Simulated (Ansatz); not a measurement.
# AlAu under changes of volume

One of the cells (16.755 Å³/atom); the others are scaled copies at fixed shape and fractional positions:

```
Au Al
1.0
     3.22394    0.00000    0.00000
     0.00000    3.22394    0.00000
     0.00000    0.00000    3.22394
Au Al
1 1
Direct
  0.50000 0.50000 0.50000
  0.00000 0.00000 0.00000
```

The cell comes from a database or a generator and needn't be the stable form of this composition.

* Program: Ansatz 0.2.0
* Functional: r2SCAN
* Potentials or basis: Ansatz PAW
* Cutoff: 500 eV (not typed: the program's choice for these potentials)
* k mesh: 8 × 8 × 8
* Occupations: fermi-dirac, width 0.05 eV
* Spin: no spin polarisation

| volume (Å³/atom) | energy over the lowest point (meV/atom) | pressure (GPa) |
| --- | --- | --- |
| 15.749 | ? | ? |
| 16.084 | 0.00 | -0.1 |
| 16.419 | 2.88 | -2.7 |
| 16.755 | 10.81 | -4.9 |
| 17.090 | 23.22 | -6.8 |
| 17.425 | 39.30 | -8.4 |
| 17.760 | 58.40 | -9.8 |

What does the run at 15.749 Å³/atom give?

Energy over the lowest point 2.85 meV/atom; pressure 2.9 GPa.

Worked out: A Birch-Murnaghan fit of order 3 (a polynomial in V^(-2/3)) to the other rows has its minimum at 16.09 Å³/atom with B0 = V·E''(V) = 139 GPa and B' = 6.7. It gives 3.26 meV/atom at 15.749 Å³/atom, against the run's 2.85, and -dE/dV = 3.2 GPa, against 2.9.

Energies are extrapolated to zero smearing.

Caveats: the PAW data sets come from PBE, with cores solved anew for the run's functional, which leaves a small shift of forces and pressure.
